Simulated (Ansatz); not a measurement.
# Pressure against volume: Zr

```cif
data_structure
_symmetry_space_group_name_H-M 'Im-3m'
_symmetry_Int_Tables_number 229
_cell_length_a 3.6200
_cell_length_b 3.6200
_cell_length_c 3.6200
_cell_angle_alpha 90.000
_cell_angle_beta 90.000
_cell_angle_gamma 90.000
_cell_volume 47.44
loop_
_atom_site_label
_atom_site_type_symbol
_atom_site_symmetry_multiplicity
_atom_site_Wyckoff_symbol
_atom_site_fract_x
_atom_site_fract_y
_atom_site_fract_z
_atom_site_occupancy
Zr1 Zr 2 a 0.00000 0.00000 0.00000 1
```

The runs use the primitive cell with vectors (-1.810, 1.810, 1.810), (1.810, -1.810, 1.810), (1.810, 1.810, -1.810) Å, to which the k mesh refers.

The cell comes from COD entry 9008559, which wasn't checked; take it as a given geometry.

Methods: DFT, PBE, all-electron LAPW, scalar-relativistic (Ansatz 0.2.0); DFT, PBE, PAW with Ansatz's default frozen-core files, scalar-relativistic (Ansatz 0.2.0).

For LAPW: a Γ-centred 16×16×16 k mesh, Fermi–Dirac smearing of 0.03 eV, basis error target 0.5 meV/atom, no spin polarisation. PAW takes a cutoff of 420 eV at this cell. The Ansatz runs share mesh, smearing and spin set-up. Plane-wave (PAW) pressures include the program's estimate of the Pulay term.

The cell above is scaled evenly, with fractional coordinates and shape held.

**Question.** Estimate the equilibrium volume and bulk modulus that LAPW (all electrons) gives for this fixed shape.

**Answer.** V0 = 22.84 Å³/atom, B0 = 87 GPa, B0′ = 3.0, from a third-order Birch–Murnaghan fit to these pressures:
```json
{"V/V(cell)": "0.9500", "V (Å³/atom)": "22.533", "P, LAPW (GPa)": "1.19", "P, PAW (GPa)": "1.17"}
{"V/V(cell)": "0.9750", "V (Å³/atom)": "23.126", "P, LAPW (GPa)": "-1.08", "P, PAW (GPa)": "-1.11"}
{"V/V(cell)": "1.0000", "V (Å³/atom)": "23.719", "P, LAPW (GPa)": "-3.13", "P, PAW (GPa)": "-3.15"}
{"V/V(cell)": "1.0250", "V (Å³/atom)": "24.312", "P, LAPW (GPa)": "-4.97", "P, PAW (GPa)": "-4.99"}
{"V/V(cell)": "1.0500", "V (Å³/atom)": "24.905", "P, LAPW (GPa)": "-6.63", "P, PAW (GPa)": "-6.65"}
```

PAW's V0 lies -0.03 % from the all-electron value and its B0 0.0 %. Symmetry fixes shape and coordinates here, so this is the relaxed modulus.
